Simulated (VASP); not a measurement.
Input of a VASP 6.6.1 run:

The input run.py:

```python
from ase.calculators.vasp import Vasp
from ase.dft.bandgap import bandgap
from ase.io import read

atoms = read('Ga.xyz')
calc = Vasp(
    directory='calc',
    xc='rpbe',
    pp='PBE',
    setups='recommended',
    pp_version='54',
    prec='Accurate',
    encut=520,
    ediff=1e-06,
    ismear=0,
    sigma=0.05,
    lreal=False,
    lasph=True,
    nelm=100,
    algo='Fast',
    isif=2,
    lwave=False,
    lcharg=False,
    kpts=[13, 13, 13],
    gamma=True,
)
atoms.calc = calc

print('energy (eV):', atoms.get_potential_energy())
print('free energy (eV):', atoms.get_potential_energy(force_consistent=True))
print('forces (eV/A):')
print(atoms.get_forces())
print('stress (eV/A^3, Voigt):', atoms.get_stress())
print('Fermi level (eV):', calc.get_fermi_level())
gap, top, bottom = bandgap(calc)
print('band gap (eV):', gap, 'from (spin, k, band)', top, 'to', bottom)
```

Ga.xyz

```xyz
1
Lattice="-1.3843987196 1.3843987196 2.3112238365 1.3843987196 -1.3843987196 2.3112238365 1.3843987196 1.3843987196 -2.3112238365" Properties=species:S:1:pos:R:3 pbc="T T T"
Ga     0.0000000000      0.0000000000      0.0000000000
```

Potentials or basis: VASP PAW PBE potentials, release 54 (Ga_d).

Command:

```console
$ python run.py
```

Question: Estimate the band gap on the k mesh.

Answer: None (metal or under the smearing width).

Question: Estimate the pressure.

Answer: 5.7 GPa.

Stress tensor (GPa, compression positive):
```
5.89 0.00 0.00
0.00 5.89 0.00
0.00 0.00 5.30
```

Caveat: the PAW data sets were made with another functional, which shifts forces and pressure a little.
